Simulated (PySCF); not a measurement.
# Reproducing measurements on pyridine

**What was measured.**

From NIST CCCBDB Release 22 (SRD 101), experimental dipoles, for the gas: dipole moment (microwave Stark effect) 2.19 D.

How close the calculation comes is told at the end.

Compound: pyridine, C5H5N.
Numbering: `[cH:1]1[cH:2][cH:3][n:4][cH:5][cH:6]1` (hydrogens: H7 on C1; H8 on C2; H9 on C3; H10 on C5; H11 on C6)

Geometry (GFN2-xTB, Å), atoms numbered from 1 in this order:
```
atom  x, y, z in Å
C1     0.0722    1.1856   -0.0233
C2     1.2195    0.4086    0.0031
C3     1.0771   -0.9707    0.0253
N4    -0.0950   -1.5813    0.0242
C5    -1.1852   -0.8346    0.0007
C6    -1.1604    0.5520   -0.0243
H7     0.1373    2.2644   -0.0423
H8     2.1999    0.8597    0.0067
H9     1.9415   -1.6217    0.0453
H10   -2.1220   -1.3770    0.0023
H11   -2.0795    1.1176   -0.0435
```

The PySCF runs (gas phase, on this GFN2-xTB geometry; no spin–orbit coupling):

```csv
level,job,basis functions,wall time
PBE0/pcSseg-1,"shieldings, ring-centre shieldings, charges and field gradients",127,8.0 s
B3LYP/pcJ-1,"spin–spin couplings from 11 perturbed nuclei, spin–dipole term for 1 of them",212,20 s
```

Hardware: one thread of an Arm Neoverse V2, shared host.

Results beside the measurements:

**Dipole moment.** Measured: 2.19 D (NIST CCCBDB Release 22 (SRD 101), experimental dipoles).

```tsv
level	computed (D)	computed − measured (D)	% (from the printed values)
PBE0/pcSseg-1	2.23	+0.04	+2
B3LYP/pcJ-1	2.22	+0.03	+1
```

Closest is B3LYP/pcJ-1 (+0.03 D), furthest PBE0/pcSseg-1 (+0.04 D); one molecule doesn't rank methods. The computed dipoles belong to one fixed geometry; measured ones are averaged over vibrations unless marked μe. Magnitudes are compared, not signs.

The geometry is computed, not the measured one. Where a level misses, the cause wasn't examined.
